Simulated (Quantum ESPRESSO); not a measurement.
# ZrS (Fm-3m) in Quantum ESPRESSO: notebook

The runs below take ZrS through band structure, single point, equation of state, with LDA, r2SCAN.

All numbers are computed with Quantum ESPRESSO 7.5; they aren't measurements. Logs are shortened: lines on timing, memory, paths and dates and some standing lists are left out, and cuts for length are marked.

## (1) The structure

It takes space group Fm-3m (No. 225, cubic). The conventional cell has a = 5.250 Å, b = 5.250 Å, c = 5.250 Å, α = 90.00°, β = 90.00°, γ = 90.00°. Around Zr (site symmetry m-3m) lie 6 S at 2.62 Å. S (site symmetry m-3m) is surrounded by 6 Zr at 2.62 Å.

## (2) Band structure, LDA

pw.in reads:

```
&CONTROL
  calculation = 'scf'
  prefix = 'pwscf'
  outdir = './tmp'
  pseudo_dir = './pseudo'
  tprnfor = .true.
  tstress = .true.
  disk_io = 'low'
/
&SYSTEM
  ibrav = 0
  nat = 2
  ntyp = 2
  ecutwfc = 45
  ecutrho = 360
  nbnd = 15
  occupations = 'smearing'
  smearing = 'fd'
  degauss = 0.00367493
/
&ELECTRONS
  conv_thr = 4d-10
  electron_maxstep = 120
  mixing_beta = 0.5
/
ATOMIC_SPECIES
Zr    91.2240 zr_lda_v1.uspp.F.UPF
S     32.0600 s_lda_v1.4.uspp.F.UPF
CELL_PARAMETERS angstrom
   0.0000000000    2.6250000000    2.6250000000
   2.6250000000    0.0000000000    2.6250000000
   2.6250000000    2.6250000000    0.0000000000
ATOMIC_POSITIONS crystal
Zr     0.0000000000    0.0000000000    0.0000000000
S      0.5000000000    0.5000000000    0.5000000000
K_POINTS automatic
9 9 9 0 0 0
```

bands.in reads:

```
&CONTROL
  calculation = 'bands'
  prefix = 'pwscf'
  outdir = './tmp'
  pseudo_dir = './pseudo'
  disk_io = 'low'
  verbosity = 'high'
/
&SYSTEM
  ibrav = 0
  nat = 2
  ntyp = 2
  ecutwfc = 45
  ecutrho = 360
  nbnd = 15
  occupations = 'smearing'
  smearing = 'fd'
  degauss = 0.00367493
/
&ELECTRONS
  conv_thr = 1d-08
  electron_maxstep = 120
  mixing_beta = 0.5
  diago_full_acc = .true.
  startingwfc = 'random'
/
ATOMIC_SPECIES
Zr    91.2240 zr_lda_v1.uspp.F.UPF
S     32.0600 s_lda_v1.4.uspp.F.UPF
CELL_PARAMETERS angstrom
   0.0000000000    2.6250000000    2.6250000000
   2.6250000000    0.0000000000    2.6250000000
   2.6250000000    2.6250000000    0.0000000000
ATOMIC_POSITIONS crystal
Zr     0.0000000000    0.0000000000    0.0000000000
S      0.5000000000    0.5000000000    0.5000000000
K_POINTS crystal
60
 0.0000000000  0.0000000000  0.0000000000 1
 0.0625000000  0.0000000000  0.0625000000 1
 0.1250000000  0.0000000000  0.1250000000 1
 0.1875000000  0.0000000000  0.1875000000 1
 0.2500000000  0.0000000000  0.2500000000 1
 0.3125000000  0.0000000000  0.3125000000 1
 0.3750000000  0.0000000000  0.3750000000 1
 0.4375000000  0.0000000000  0.4375000000 1
 0.5000000000  0.0000000000  0.5000000000 1
 0.5000000000  0.0625000000  0.5625000000 1
 0.5000000000  0.1250000000  0.6250000000 1
 0.5000000000  0.1875000000  0.6875000000 1
 0.5000000000  0.2500000000  0.7500000000 1
 0.4375000000  0.3125000000  0.7500000000 1
 0.3750000000  0.3750000000  0.7500000000 1
 0.3375000000  0.3375000000  0.6750000000 1
 0.3000000000  0.3000000000  0.6000000000 1
 0.2625000000  0.2625000000  0.5250000000 1
 0.2250000000  0.2250000000  0.4500000000 1
 0.1875000000  0.1875000000  0.3750000000 1
 0.1500000000  0.1500000000  0.3000000000 1
 0.1125000000  0.1125000000  0.2250000000 1
 0.0750000000  0.0750000000  0.1500000000 1
 0.0375000000  0.0375000000  0.0750000000 1
 0.0000000000  0.0000000000  0.0000000000 1
 0.0625000000  0.0625000000  0.0625000000 1
 0.1250000000  0.1250000000  0.1250000000 1
 0.1875000000  0.1875000000  0.1875000000 1
 0.2500000000  0.2500000000  0.2500000000 1
 0.3125000000  0.3125000000  0.3125000000 1
 0.3750000000  0.3750000000  0.3750000000 1
 0.4375000000  0.4375000000  0.4375000000 1
 0.5000000000  0.5000000000  0.5000000000 1
 0.5250000000  0.4500000000  0.5250000000 1
 0.5500000000  0.4000000000  0.5500000000 1
 0.5750000000  0.3500000000  0.5750000000 1
 0.6000000000  0.3000000000  0.6000000000 1
 0.6250000000  0.2500000000  0.6250000000 1
 0.5833333333  0.2500000000  0.6666666667 1
 0.5416666667  0.2500000000  0.7083333333 1
 0.5000000000  0.2500000000  0.7500000000 1
 0.5000000000  0.2857142857  0.7142857143 1
 0.5000000000  0.3214285714  0.6785714286 1
 0.5000000000  0.3571428571  0.6428571429 1
 0.5000000000  0.3928571429  0.6071428571 1
 0.5000000000  0.4285714286  0.5714285714 1
 0.5000000000  0.4642857143  0.5357142857 1
 0.5000000000  0.5000000000  0.5000000000 1
 0.4821428571  0.4821428571  0.5357142857 1
 0.4642857143  0.4642857143  0.5714285714 1
 0.4464285714  0.4464285714  0.6071428571 1
 0.4285714286  0.4285714286  0.6428571429 1
 0.4107142857  0.4107142857  0.6785714286 1
 0.3928571429  0.3928571429  0.7142857143 1
 0.3750000000  0.3750000000  0.7500000000 1
 0.6250000000  0.2500000000  0.6250000000 1
 0.5937500000  0.1875000000  0.5937500000 1
 0.5625000000  0.1250000000  0.5625000000 1
 0.5312500000  0.0625000000  0.5312500000 1
 0.5000000000  0.0000000000  0.5000000000 1
```

Potentials or basis: GBRV 1.5 LDA.

Command:

```console
$ OMP_NUM_THREADS=1 mpirun -n 2 pw.x -nk 2 -in pw.in > pw.out
$ OMP_NUM_THREADS=1 mpirun -n 2 pw.x -nk 2 -in bands.in > bands.out
```

pw.out:

```text
This program is part of the open-source Quantum ESPRESSO suite
     for quantum simulation of materials; please cite
[... 13 lines left out ...]
     --------------------
     sticks:   dense  smooth     PW     G-vecs:    dense   smooth      PW
     Sum        1225     595    199                27989     9841    1807

     Using Slab Decomposition

     bravais-lattice index     =            0
     lattice parameter (alat)  =       7.0153  a.u.
     unit-cell volume          =     244.1263 (a.u.)^3
     number of atoms/cell      =            2
     number of atomic types    =            2
     number of electrons       =        18.00
     number of Kohn-Sham states=           15
     kinetic-energy cutoff     =      45.0000  Ry
     charge density cutoff     =     360.0000  Ry
     scf convergence threshold =      4.0E-10
     mixing beta               =       0.5000
     number of iterations used =            8  plain     mixing
     Exchange-correlation=  SLA  PZ   NOGX NOGC
                           (   1   1   0   0   0   0   0)

     celldm(1)=   7.015250  celldm(2)=   0.000000  celldm(3)=   0.000000
     celldm(4)=   0.000000  celldm(5)=   0.000000  celldm(6)=   0.000000

     crystal axes: (cart. coord. in units of alat)
               a(1) = (   0.000000   0.707107   0.707107 )
               a(2) = (   0.707107   0.000000   0.707107 )
               a(3) = (   0.707107   0.707107   0.000000 )

     reciprocal axes: (cart. coord. in units 2 pi/alat)
               b(1) = ( -0.707107  0.707107  0.707107 )
               b(2) = (  0.707107 -0.707107  0.707107 )
               b(3) = (  0.707107  0.707107 -0.707107 )

     PseudoPot. # 1 for Zr read from file:
     zr_lda_v1.uspp.F.UPF
     Pseudo is Ultrasoft + core correction, Zval = 12.0
     Generated by new atomic code, or converted to UPF format
     Using radial grid of  887 points,  6 beta functions with:
                l(1) =   0
                l(2) =   0
                l(3) =   1
                l(4) =   1
                l(5) =   2
                l(6) =   2
     Q(r) pseudized with  6 coefficients,  rinner =    1.200   1.200   1.200
                                                       1.200   1.200

     PseudoPot. # 2 for S  read from file:
     s_lda_v1.4.uspp.F.UPF
     Pseudo is Ultrasoft + core correction, Zval =  6.0
     Generated by new atomic code, or converted to UPF format
     Using radial grid of  907 points,  6 beta functions with:
                l(1) =   0
                l(2) =   0
                l(3) =   1
                l(4) =   1
                l(5) =   2
                l(6) =   2
     Q(r) pseudized with  8 coefficients,  rinner =    1.300   1.300   1.300
                                                       1.300   1.300

     atomic species   valence    mass     pseudopotential
     Zr               12.00    91.22400     Zr( 1.00)
     S                 6.00    32.06000     S ( 1.00)

     48 Sym. Ops., with inversion, found

   Cartesian axes

     site n.     atom                  positions (alat units)
         1        Zr     tau(   1) = (   0.0000000   0.0000000   0.0000000  )
         2        S      tau(   2) = (   0.7071068   0.7071068   0.7071068  )

     number of k points=    35  Fermi-Dirac smearing, width (Ry)=  0.0037
                       cart. coord. in units 2pi/alat
        k(    1) = (   0.0000000   0.0000000   0.0000000), wk =   0.0027435
        k(    2) = (   0.0785674   0.0785674  -0.0785674), wk =   0.0219479
        k(    3) = (   0.1571348   0.1571348  -0.1571348), wk =   0.0219479
        k(    4) = (   0.2357023   0.2357023  -0.2357023), wk =   0.0219479
        k(    5) = (   0.3142697   0.3142697  -0.3142697), wk =   0.0219479
        k(    6) = (   0.1571348   0.0000000  -0.0000000), wk =   0.0164609
[... 27 lines left out ...]
        k(   34) = (  -0.0000000  -0.4714045   0.6285394), wk =   0.0658436
        k(   35) = (  -0.0785674  -0.3928371   0.7071068), wk =   0.0658436

     Dense  grid:    27989 G-vectors     FFT dimensions: (  45,  45,  45)

     Smooth grid:     9841 G-vectors     FFT dimensions: (  30,  30,  30)

     Initial potential from superposition of free atoms

     starting charge      17.9982, renormalised to      18.0000

     negative rho (up, down):  5.933E-02 0.000E+00
     Starting wfcs are   17 randomized atomic wfcs

     Self-consistent Calculation

     iteration #  1     ecut=    45.00 Ry     beta= 0.50
     Davidson diagonalization with overlap
     ethr =  1.00E-02,  avg # of iterations =  4.3

     Threshold (ethr) on eigenvalues was too large:
     Diagonalizing with lowered threshold

     Davidson diagonalization with overlap
     ethr =  1.69E-04,  avg # of iterations =  5.2

     negative rho (up, down):  5.926E-02 0.000E+00

     total energy              =    -123.60479582 Ry
     estimated scf accuracy    <       0.03833240 Ry

     iteration #  2     ecut=    45.00 Ry     beta= 0.50
     Davidson diagonalization with overlap
     ethr =  2.13E-04,  avg # of iterations =  2.0

     negative rho (up, down):  5.938E-02 0.000E+00

     total energy              =    -123.61518511 Ry
     estimated scf accuracy    <       0.00574485 Ry

     iteration #  3     ecut=    45.00 Ry     beta= 0.50
     Davidson diagonalization with overlap
     ethr =  3.19E-05,  avg # of iterations =  2.2
[... 42 lines left out ...]
     iteration #  8     ecut=    45.00 Ry     beta= 0.50
     Davidson diagonalization with overlap
     ethr =  1.93E-10,  avg # of iterations =  2.7

     negative rho (up, down):  5.933E-02 0.000E+00

     total energy              =    -123.61617041 Ry
     estimated scf accuracy    <          8.4E-10 Ry

     iteration #  9     ecut=    45.00 Ry     beta= 0.50
     Davidson diagonalization with overlap
     ethr =  4.67E-12,  avg # of iterations =  4.2

     negative rho (up, down):  5.933E-02 0.000E+00

     End of self-consistent calculation

          k = 0.0000 0.0000 0.0000 (  1243 PWs)   bands (ev):

   -35.4340 -13.4446 -13.4446 -13.4446  -1.3382  10.9395  10.9395  10.9395
    13.0594  13.0594  13.0594  13.7224  13.7224  16.2088  21.6464

          k = 0.0786 0.0786-0.0786 (  1255 PWs)   bands (ev):

   -35.4310 -13.4871 -13.4483 -13.4483  -1.1828  10.0823  10.3848  10.3848
    13.3188  13.3188  13.3627  14.4977  14.4977  16.9016  22.1334

          k = 0.1571 0.1571-0.1571 (  1254 PWs)   bands (ev):

   -35.4232 -13.5925 -13.4575 -13.4575  -0.7659   8.6157   9.5266   9.5266
    13.8035  13.9512  13.9512  16.1086  16.1086  18.2602  22.5278

          k = 0.2357 0.2357-0.2357 (  1236 PWs)   bands (ev):

   -35.4144 -13.7087 -13.4679 -13.4679  -0.2347   7.3208   8.8726   8.8726
    14.4843  14.8635  14.8635  17.9190  17.9190  18.4299  22.6814
[... 143 lines left out ...]
   -35.4004 -13.6972 -13.5693 -13.5539  -0.3527   8.1297   9.2352   9.3075
    12.1696  15.5053  16.3380  16.7557  17.4085  18.4676  22.1026

          k =-0.0000-0.4714 0.6285 (  1243 PWs)   bands (ev):

   -35.3997 -13.6724 -13.6158 -13.5472  -0.2324   8.3540   8.3954   9.0479
    13.0762  15.7520  16.2474  16.7038  16.8889  19.8788  21.9814

          k =-0.0786-0.3928 0.7071 (  1235 PWs)   bands (ev):

   -35.4000 -13.6611 -13.6177 -13.5552  -0.1709   8.0668   8.6472   8.6738
    13.9976  14.9251  16.1714  16.7364  17.0325  21.2034  21.9725

     the Fermi energy is    14.3639 ev

!    total energy              =    -123.61617041 Ry
     estimated scf accuracy    <          6.2E-11 Ry
     smearing contrib. (-TS)   =      -0.00088833 Ry
     internal energy E=F+TS    =    -123.61528208 Ry

     The total energy is F=E-TS. E is the sum of the following terms:
     one-electron contribution =     -13.85587531 Ry
     hartree contribution      =      15.54080820 Ry
     xc contribution           =     -26.29905024 Ry
     ewald contribution        =     -99.00116474 Ry

     convergence has been achieved in   9 iterations

     negative rho (up, down):  5.933E-02 0.000E+00

     Forces acting on atoms (cartesian axes, Ry/au):

     atom    1 type  1   force =     0.00000000   -0.00000000   -0.00000000
     atom    2 type  2   force =     0.00000000    0.00000000   -0.00000000

     Total force =     0.000000     Total SCF correction =     0.000000

     Computing stress (Cartesian axis) and pressure

     negative rho (up, down):  5.933E-02 0.000E+00
          total   stress  (Ry/bohr**3)                   (kbar)     P=      -91.28
  -0.00062048  -0.00000000  -0.00000000          -91.28       -0.00       -0.00
  -0.00000000  -0.00062048  -0.00000000           -0.00      -91.28       -0.00
  -0.00000000  -0.00000000  -0.00062048           -0.00       -0.00      -91.28

=------------------------------------------------------------------------------=
   JOB DONE.
=------------------------------------------------------------------------------=
```

It took 19 s on 2 MPI ranks of Arm Neoverse V2, shared host; peak memory 0.2 GiB.

What came out:

- Free energy: -1681.8837 eV
- Pressure: -9.1 GPa
- Band gap on the k mesh: none (metal or under the smearing width)

Levels at the corners of the path, in eV from the Fermi level:
```
point  band 6  band 7  band 8  band 9  band 10  band 11  band 12  band 13
    Γ   -3.42   -3.42   -3.42   -1.30    -1.30    -1.30    -0.64    -0.64
    X   -6.14   -4.36   -4.36   -3.37     0.54     2.40     2.40     2.77
    W   -6.03   -5.81   -5.81    0.08     0.08     1.78     2.37     2.41
    K   -6.21   -6.02   -5.19   -1.41     1.81     2.02     2.44     2.56
    Γ   -3.42   -3.42   -3.42   -1.30    -1.30    -1.30    -0.64    -0.64
    L   -7.93   -5.88   -5.88    1.50     1.50     1.82     1.98     5.65
    U   -6.21   -6.02   -5.19   -1.41     1.81     2.02     2.44     2.56
    W   -6.03   -5.81   -5.81    0.08     0.08     1.78     2.37     2.41
    L   -7.93   -5.88   -5.88    1.50     1.50     1.82     1.98     5.65
    K   -6.21   -6.02   -5.19   -1.41     1.81     2.02     2.44     2.56
    U   -6.21   -6.02   -5.19   -1.41     1.81     2.02     2.44     2.56
    X   -6.14   -4.36   -4.36   -3.37     0.54     2.40     2.40     2.77
```

(Continued in part 2 of 2.)
